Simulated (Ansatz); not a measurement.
**Is this WSe stable against decomposition?**

Level of theory: DFT PBE, scalar-relativistic, plane waves, PAW in Ansatz 0.2.0. Settings: cutoff 420 eV, Γ-centred meshes spaced at most about 0.3 Å⁻¹, and about 0.25 Å⁻¹ or finer for metals (2π included), Gaussian smearing. Spin is collinear in cells that carry moments; the others ran without spin or lost their moments.

The zero of energy is the elements' standard structures at the same level; no fitted shifts are applied.

All energies are static (0 K, no zero-point motion). No dispersion correction is applied, so the spacing and binding between layers, chains or molecules are poorly described (WSe2 P6_3/mmc). These runs have no spin–orbit coupling, which can matter for W. The reference form of Se is held partly by dispersion forces, which this level lacks. The magnetic state reached may not be the lowest.

The competitors are the elements and 1 reference phase of this chemical system (from databases or known types: WSe2), relaxed at the same level; other known phases may be missing.

The candidate was reached from: ordered vacancies on the cation sites of antifluorite.

```xyz
2
Lattice="0.0000 2.8386 2.8386 2.8386 0.0000 2.8386 2.8386 2.8386 0.0000" Properties=species:S:1:pos:R:3 pbc="T T T"
Se    0.0000    0.0000    0.0000
W     4.2579    4.2579    4.2579
```

**Question.** Into what would it decompose?

**Answer.** Its formation energy is 1.011 eV/atom. The lowest competing mixture at this composition is this:

```csv
phase,space group,source,share of atoms,ΔE_f (eV/atom)
W,-,element,0.2500,0.000
WSe2,P6_3/mmc (No. 194),Materials Project,0.7500,-0.561
```

The mixture lies at -0.421 eV/atom, and the candidate lies 1.43 eV/atom above it. The candidate matches no cell in the subsets of the Crystallography Open Database and the Materials Project at hand. A phase this far over the hull is unlikely to be made. It has the zinc blende type. It carries parallel moments up to 0.8 μB.
